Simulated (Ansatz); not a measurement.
## ZnS: Zn vacancy

Method: Ansatz 0.2.0, DFT PBE, scalar-relativistic, plane waves, PAW. (420 eV cutoff, 2×2×2 k-mesh, Gaussian smearing of 0.01 eV, collinear spin)

Host crystal, relaxed:

```
Zn S
1.0
     3.84407    0.00000    0.00000
    -1.92203    3.32906    0.00000
     0.00000    0.00000    6.30464
Zn S
2 2
Direct
  0.33333 0.66667 0.00027
  0.66667 0.33333 0.50027
  0.33333 0.66667 0.37473
  0.66667 0.33333 0.87473
```

Supercell of 12 atoms, rows in host cell vectors: 0 0 -1; -2 -1 0; 1 2 0. Atoms relax at the host's cell, keeping the symmetry that the supercell leaves at the site. The cell is small, so energies carry finite-size errors of tenths of an eV. The host's Kohn–Sham gap is 2.08 eV. Atoms are taken from and returned to the elements' standard states. Charged cells are corrected for image charges with the computed static dielectric tensor (mean 9.2) and aligned with the host's potential at far atoms (alignment terms reach 1.80 eV; the program doubts the alignment in some charges, where it is up to 1.80 eV). No band-filling term is added, and the Fermi level counts from the host's valence band top.

Starting moments were lost in some runs.

Defect: Zn vacancy set at (0.333, 0.667, 0.000) of the host cell. Before relaxation its nearest neighbours are 4 S at 2.36 Å.

| charge | E_f at the valence band top (eV) | over the neutral state (eV) | moment (μB) | largest move (Å) | atoms near the site |
| --- | --- | --- | --- | --- | --- |
| 0 | 4.01 | 0.00 | 0.75 | 0.04 | 3 S at 2.38 Å, 1 S at 2.39 Å |
| -1 | 4.19 | 0.18 | 0.25 | 0.08 | 4 S at 2.36 Å |
| -2 | 5.12 | 1.12 | 0.00 | 0.12 | 4 S at 2.36 Å |

Among the charges computed the stable one is 0 at the valence band top, changing to -1 at 0.18 eV, changing to -2 at 0.93 eV. Without the alignment that the program doubts, the level (0/-1) would lie at -0.93 eV, outside the gap, so these runs don't decide whether the defect changes charge there. Fractional moments come from partly filled bands of the small cell.

Cost: 4 runs of about 2 core-minutes in all, on Arm Neoverse V1 (shared hosts).